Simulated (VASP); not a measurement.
# Zr (P6_3/mmc) in VASP: further runs, part 2 of 2

VASP 6.6.1. The steps go on from the part before.

## Step 4: Relaxation of cell and atoms, PBE

Contents of INCAR:

```
SYSTEM = Zr
  ALGO = Normal
  EDIFF = 1E-7
  EDIFFG = -0.005
  ENCUT = 600
  GGA = PE
  IBRION = 2
  ISIF = 3
  ISMEAR = 0
  LASPH = .TRUE.
  LCHARG = .FALSE.
  LREAL = .FALSE.
  LWAVE = .FALSE.
  NELM = 60
  NSW = 90
  PREC = Accurate
  SIGMA = 0.1
```

Contents of KPOINTS:

```
k-points
0
G
  15 15 8
  0 0 0
```

Contents of POSCAR:

```
Zr
1.0
    3.2392314100      0.0000000000      0.0000000000
   -1.6196157100      2.8052566900      0.0000000000
    0.0000000000      0.0000000000      5.1722200000
Zr
2
Direct
    0.3333333300      0.6666666700      0.2500000000
    0.6666666700      0.3333333300      0.7500000000
```

Potentials or basis: VASP PAW PBE potentials, release 64 (Zr_sv).

Command:

```
$ cat potpaw_PBE.64/Zr_sv/POTCAR > POTCAR
$ mpirun -np 1 vasp_std > vasp.out
```

OUTCAR:

```text
SYSTEM = Zr
   EDIFF = 1E-7
   EDIFFG = -0.005
   ENCUT = 600
   GGA = PE
   IBRION = 2
   ISIF = 3
   ISMEAR = 0
   LASPH = .TRUE.
   LREAL = .FALSE.
   NELM = 60
   NSW = 90
   PREC = Accurate

 ion  position               nearest neighbor table
   1  0.333  0.667  0.250-   2 3.19   2 3.19   2 3.19   2 3.19   2 3.19   2 3.19
   2  0.667  0.333  0.750-   1 3.19   1 3.19   1 3.19   1 3.19   1 3.19   1 3.19

  LATTYP: Found a hexagonal cell.
 ALAT       =     3.2392314100
 C/A-ratio  =     1.5967429755

  Lattice vectors:

 A1 = (   3.2392314100,   0.0000000000,   0.0000000000)
 A2 = (  -1.6196157100,   2.8052566900,   0.0000000000)
 A3 = (   0.0000000000,   0.0000000000,   5.1722200000)

Analysis of symmetry for initial positions (statically):
=====================================================================
 Subroutine PRICEL returns:
 Original cell was already a primitive cell.

 Routine SETGRP: Setting up the symmetry group for a
 hexagonal supercell.

 Subroutine GETGRP returns: Found 24 space group operations
 (whereof 12 operations were pure point group operations)
 out of a pool of 24 trial point group operations.

The static configuration has the point symmetry D_3d.
 The point group associated with its full space group is D_6h.

Analysis of symmetry for dynamics (positions and initial velocities):
=====================================================================
 Subroutine PRICEL returns:
 Original cell was already a primitive cell.

 Routine SETGRP: Setting up the symmetry group for a
 hexagonal supercell.

 Subroutine GETGRP returns: Found 24 space group operations
 (whereof 12 operations were pure point group operations)
 out of a pool of 24 trial point group operations.

The dynamic configuration has the point symmetry D_3d.
 The point group associated with its full space group is D_6h.

 Subroutine INISYM returns: Found 24 space group operations
 (whereof 12 operations are pure point group operations),
 and found     1 'primitive' translations

[... 127 lines left out ...]
 Gauss-broadening in eV      SIGMA  =   0.10
  energy-cutoff  :      600.00
  volume of cell :       47.00
 maximum number of plane-waves:      1592
 NGX is ok and might be reduce to    28
   NGX = 13   NGY = 13   NGZ = 21

--------------------------------------- Ionic step        1  -------------------------------------------

 number of electron      24.0000000 magnetization

 Free energy of the ion-electron system (eV)
  ---------------------------------------------------
  ext. energy  EPLUGINS =         0.00000000
  ---------------------------------------------------
  free energy    TOTEN  =       -17.04586528 eV

  energy without entropy =      -17.03597417  energy(sigma->0) =      -17.04091973

------------------------ aborting loop because EDIFF is reached ----------------------------------------

  FORCE on cell =-STRESS in cart. coord.  units (eV):
  Direction    XX          YY          ZZ          XY          YZ          ZX
  --------------------------------------------------------------------------------------
  -------------------------------------------------------------------------------------
  Total       -0.1375723     -0.1375723     -0.0947163      0.0000000     -0.0000000      0.0000000
  in kB       -4.6897542     -4.6897542     -3.2288205      0.0000000     -0.0000000      0.0000000
  external PRESSURE =      -4.2027763 kB  Pullay stress =       0.0000000 kB
[... 131 lines left out ...]
--------------------------------------- Ionic step        5  -------------------------------------------

 number of electron      24.0000000 magnetization

 Free energy of the ion-electron system (eV)
  ---------------------------------------------------
  ext. energy  EPLUGINS =         0.00000000
  ---------------------------------------------------
  free energy    TOTEN  =       -17.04618535 eV

  energy without entropy =      -17.03626769  energy(sigma->0) =      -17.04122652

 E-fermi :   8.9623     XC(G=0): -11.0610

 val. band max:        8.9596823371   @ k =   0.1333  -0.0000   0.1250
 cond. band min:       8.9642194095   @ k =   0.2667   0.2000   0.5000
 fundamental gap:      0.0045370724
 Fermi energy:         8.9622691685

 k-point     1 :       0.0000    0.0000    0.0000
  band No.  band energies     occupation
      1     -39.9037      2.00000
      2     -39.7548      2.00000
      3     -18.4156      2.00000
      4     -17.5563      2.00000
      5     -17.5563      2.00000
      6     -17.4332      2.00000
[... 433 lines left out ...]
      3     -18.1752      2.00000
      4     -18.0139      2.00000
      5     -17.9242      2.00000
      6     -17.8894      2.00000
[... 8 lines left out ...]
     15      10.5374      0.00000
     16      13.1183      0.00000

 [... further k-points ...]

------------------------ aborting loop because EDIFF is reached ----------------------------------------

  FORCE on cell =-STRESS in cart. coord.  units (eV):
  Direction    XX          YY          ZZ          XY          YZ          ZX
  --------------------------------------------------------------------------------------
  -------------------------------------------------------------------------------------
  Total        0.0002792      0.0002792      0.0012956     -0.0000000      0.0000000      0.0000000
  in kB        0.0095614      0.0095614      0.0443738     -0.0000000      0.0000000      0.0000000
  external PRESSURE =       0.0211655 kB  Pullay stress =       0.0000000 kB
[... 17 lines left out ...]
  FREE ENERGIE OF THE ION-ELECTRON SYSTEM (eV)
  ---------------------------------------------------
  free  energy   TOTEN  =       -17.0461853484 eV

  energy  without entropy=      -17.0362676916  energy(sigma->0) =      -17.04122652

 reached required accuracy - stopping structural energy minimisation
```

CONTCAR:

```text
Zr
   1.00000000000000
     3.2320560049208371    0.0000000000127777    0.0000000000000000
    -1.6160280074382767    2.7990426069112608    0.0000000000000000
    -0.0000000000000000   -0.0000000000000000    5.1708772084769405
  Zr
     2
Direct
     0.3333333300000021    0.6666666699999979    0.2500000000000000
     0.6666666699999979    0.3333333300000021    0.7500000000000000

  0.00000000E+00  0.00000000E+00  0.00000000E+00
  0.00000000E+00  0.00000000E+00  0.00000000E+00
```

It took 3.5 min on 1 thread of AMD EPYC 9R45 (Zen 5), shared host; peak memory 0.22 GiB.

Results:

```yaml
Free_energy: -17.0462 eV
Relaxed_volume: 23.39 Å³/atom
Relaxed_cell: a = 3.232 Å, b = 3.232 Å, c = 5.171 Å, α = 90.00°, β = 90.00°, γ = 120.00°
Space_group_after_relaxing_to_0.05_Å: P6_3/mmc (No. 194)
Energy_gained_by_relaxing: 0.2 meV/atom
Ionic_steps: 5
Pressure_after_relaxing: 0.0 GPa
Band_gap_on_the_k_mesh: none (metal or under the smearing width)
```

The path:
```tsv
step	energy change (eV)	largest force (eV/Å)	pressure (GPa)	volume (Å³)
1	0.0000	0.0000	-0.42	47.00
2	-0.0001	0.0000	0.41	46.58
3	-0.0003	0.0000	0.01	46.78
4	-0.0003	0.0000	0.01	46.78
5	-0.0003	0.0000	0.00	46.78
```

Final structure:
```yaml
crystal:
  lattice:
    - [3.23206, 0.00000, 0.00000]
    - [-1.61603, 2.79904, 0.00000]
    - [0.00000, 0.00000, 5.17088]
  atoms:
    - { symbol: Zr, position: [0.33333, 0.66667, 0.25000] }
    - { symbol: Zr, position: [0.66667, 0.33333, 0.75000] }
```

## Step 5: Relaxation of cell and atoms, PBE+D3(BJ)

INCAR, as its differences from that of step 4:

```diff
@@ -9,2 +9,3 @@
   ISMEAR = 0
+  IVDW = 12
   LASPH = .TRUE.
```

KPOINTS is that of step 4.

POSCAR is that of step 4.

Command:

```
$ cat potpaw_PBE.64/Zr_sv/POTCAR > POTCAR
$ mpirun -np 1 vasp_std > vasp.out
```

Wall time 6.3 min (1 thread of AMD EPYC 9R45 (Zen 5), shared host); peak memory 0.24 GiB.

Results (log left out):

| Quantity | Value |
| --- | --- |
| Free energy | -18.1202 eV |
| Relaxed volume | 22.45 Å³/atom |
| Relaxed cell | a = 3.184 Å, b = 3.184 Å, c = 5.116 Å, α = 90.00°, β = 90.00°, γ = 120.00° |
| Space group after relaxing (to 0.05 Å) | P6_3/mmc (No. 194) |
| Energy gained by relaxing | 14.0 meV/atom |
| Ionic steps | 10 |
| Pressure after relaxing | 0.0 GPa |
| Band gap on the k mesh | none (metal or under the smearing width) |
| Dispersion energy per atom | -0.549 eV |

Step by step:
| step | energy change (eV) | largest force (eV/Å) | pressure (GPa) | volume (Å³) |
| --- | --- | --- | --- | --- |
| 1 | 0.0000 | 0.0000 | -4.15 | 47.00 |
| 2 | -0.0003 | 0.0000 | 4.69 | 42.98 |
| 3 | -0.0278 | 0.0000 | -0.02 | 44.94 |
| 4 | -0.0278 | 0.0000 | 0.06 | 44.90 |
| 5 | -0.0280 | 0.0000 | 0.06 | 44.89 |
| 6 | -0.0281 | 0.0000 | 0.06 | 44.88 |
| 7 | -0.0281 | 0.0000 | 0.06 | 44.88 |
| 8 | -0.0281 | 0.0000 | 0.06 | 44.88 |
| 9 | -0.0281 | 0.0000 | -0.06 | 44.93 |
| 10 | -0.0281 | 0.0000 | 0.00 | 44.90 |

Final structure:
```cif
data_structure
_symmetry_space_group_name_H-M 'P 1'
_symmetry_Int_Tables_number 1
_cell_length_a 3.1837
_cell_length_b 3.1837
_cell_length_c 5.1156
_cell_angle_alpha 90.000
_cell_angle_beta 90.000
_cell_angle_gamma 120.000
_cell_volume 44.90
loop_
_atom_site_label
_atom_site_type_symbol
_atom_site_fract_x
_atom_site_fract_y
_atom_site_fract_z
_atom_site_occupancy
Zr1 Zr 0.33333 0.66667 0.25000 1
Zr2 Zr 0.66667 0.33333 0.75000 1
```

Levels at points of the mesh, in eV from the Fermi level:
| k point | band 9 | band 10 | band 11 | band 12 | band 13 | band 14 | band 15 | band 16 |
| --- | --- | --- | --- | --- | --- | --- | --- | --- |
| (0.00, 0.00, 0.00) | -5.74 | -3.15 | 0.86 | 0.86 | 0.93 | 1.22 | 1.57 | 1.57 |
| (0.00, 0.00, 0.50) | -4.01 | -4.01 | -0.02 | -0.02 | 0.78 | 0.78 | 0.78 | 0.78 |

Caveat: pairwise dispersion overbinds metals, which lowers pressure and volume.

## Step 6: Overview

```csv
level,potentials or basis,gap on the mesh (eV),pressure (GPa),relaxed volume (Å³/atom)
PBEsol,"VASP PAW PBE potentials, release 64 (Zr_sv)",none,0.0,22.48
LDA,"VASP PAW LDA potentials, release 64 (Zr_sv)",none,0.0,21.79
PBE,"VASP PAW PBE potentials, release 64 (Zr_sv)",none,0.0,23.39
PBE+D3(BJ),"VASP PAW PBE potentials, release 64 (Zr_sv)",none,0.0,22.45
```

Alike in all rows: task relaxation of cell and atoms; no spin polarisation; cell relaxed; k mesh 15 × 15 × 8; cutoff (eV) 600; smearing gaussian 0.1 eV.

Caveats: the PAW data sets were made with another functional, which shifts forces and pressure a little (some runs); pairwise dispersion overbinds metals, which lowers pressure and volume (some runs).

Total energies depend on the potentials used, so only differences within one code and one set of settings carry meaning.
